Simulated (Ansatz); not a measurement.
La under changes of volume

One of the cells (38.320 Å³/atom); the others are scaled copies at fixed shape and fractional positions:

```
CELL_PARAMETERS angstrom
-2.12383 2.12383 2.12383
2.12383 -2.12383 2.12383
2.12383 2.12383 -2.12383
ATOMIC_POSITIONS crystal
La 0.00000 0.00000 0.00000
```

This isn't the form of La at room conditions, which is double hcp.

| Property | Result |
| --- | --- |
| Program | Ansatz 0.2.0 |
| Functional | PBEsol |
| Potentials or basis | Ansatz PAW |
| Cutoff | 420 eV (not typed: the program's choice for these potentials) |
| k mesh | 9 × 9 × 9 |
| Occupations | fermi-dirac, width 0.05 eV |
| Spin | no spin polarisation |

```csv
volume (Å³/atom),energy over the lowest point (meV/atom),pressure (GPa)
36.020,0.00,-1.2
36.787,7.26,-1.7
37.553,16.83,-2.1
38.320,?,?
39.086,42.07,-3.0
39.852,57.42,-3.3
40.619,74.37,-3.6
```

Question: What does the run at 38.320 Å³/atom give?

Answer: Energy over the lowest point 28.49 meV/atom; pressure -2.6 GPa.

Worked out: A Birch-Murnaghan fit of order 3 (a polynomial in V^(-2/3)) to the other rows has no minimum within the range. It gives 28.50 meV/atom at 38.320 Å³/atom, against the run's 28.49, and -dE/dV = -2.6 GPa, against -2.6.

Energies are extrapolated to zero smearing.

Caveats: the PAW data sets come from PBE, with cores solved anew for the run's functional, which leaves a small shift of forces and pressure.
